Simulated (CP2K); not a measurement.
Ag: energy against volume and a worked fit

```cif
data_structure
_symmetry_space_group_name_H-M 'P 1'
_symmetry_Int_Tables_number 1
_cell_length_a 2.8677
_cell_length_b 2.8677
_cell_length_c 2.8677
_cell_angle_alpha 109.471
_cell_angle_beta 109.471
_cell_angle_gamma 109.471
_cell_volume 18.15
loop_
_atom_site_label
_atom_site_type_symbol
_atom_site_fract_x
_atom_site_fract_y
_atom_site_fract_z
_atom_site_occupancy
Ag1 Ag 0.00000 0.00000 0.00000 1
```

This isn't the form of Ag at room conditions, which is fcc.

The cell was scaled at fixed shape and fractions and run with CP2K, POTENTIAL_UZH Ag GTH-SCAN-q11; TZVP-MOLOPT-SCAN-GTH basis; r2SCAN, k mesh 11 × 11 × 11 on the cell of 1 atom, fermi-dirac occupations of 0.0259 eV, no spin polarisation, no spin-orbit coupling. Energies are those that the program minimises, any entropy of the smearing included. For a metal such a mesh isn't converged to the digits shown.

| V (Å³/atom) | energy over the lowest row (meV/atom) |
| --- | --- |
| 17.0646 | 4.14 |
| 17.4277 | 0.00 |
| 17.7908 | 1.17 |
| 18.1538 | 6.97 |
| 18.5169 | ? |
| 18.8800 | 30.12 |
| 19.2431 | 46.44 |

Task: Fit the third-order Birch-Murnaghan form, give V0, B0 and B′, and predict the energy left open.

Result: With y = (V0/V)^(2/3), E = E0 + (9 V0 B0/16) [(y - 1)³ B′ + (y - 1)² (6 - 4y)]. Least squares through the rows shown give V0 = 17.5224 Å³/atom, E0 = -0.18 meV, B0 = 109.2 GPa (1 eV/Å³ = 160.218 GPa) and B′ = 5.75, with a largest miss of 0.01 meV. At V = 18.5169 the form with these constants gives 16.81 meV; the run gave 16.81 meV an atom.
